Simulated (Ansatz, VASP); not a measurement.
CaH: VASP beside Ansatz

```
CELL_PARAMETERS angstrom
6.53302 0.00000 0.00000
-3.26651 5.65776 0.00000
0.00000 0.00000 3.40982
ATOMIC_POSITIONS crystal
Ca 0.50000 0.00000 0.00000
Ca 0.50000 0.50000 0.00000
Ca 0.00000 0.50000 0.00000
H 0.00000 0.00000 0.00000
H 0.33333 0.66667 0.50000
H 0.66667 0.33333 0.50000
```

Alike in both runs: functional PBE; k mesh 6 × 6 × 12; occupations gaussian, width 0.1 eV; no spin polarisation.

Ansatz relaxed the structure, and its values are those at the end. VASP's run is a single point on that final structure, the one shown.

|  | VASP | Ansatz |
| --- | --- | --- |
| version | VASP 6.6.1 | Ansatz 0.2.0 |
| potentials or method | VASP PAW PBE potentials, release 64 (Ca_sv, H) | scalar-relativistic, plane waves, PAW |
| plane-wave cutoff (eV) | 520 | 420 |
| valence electrons in the cell | 33 | 33 |

|  | VASP | Ansatz | Ansatz less VASP |
| --- | --- | --- | --- |
| gap on the k mesh at the Fermi level (eV) | none | none | - |
| pressure (GPa) | 0.0 | 0.0 | -0.01 |

A gap of «none» marks a metal or a gap that the smearing closes.
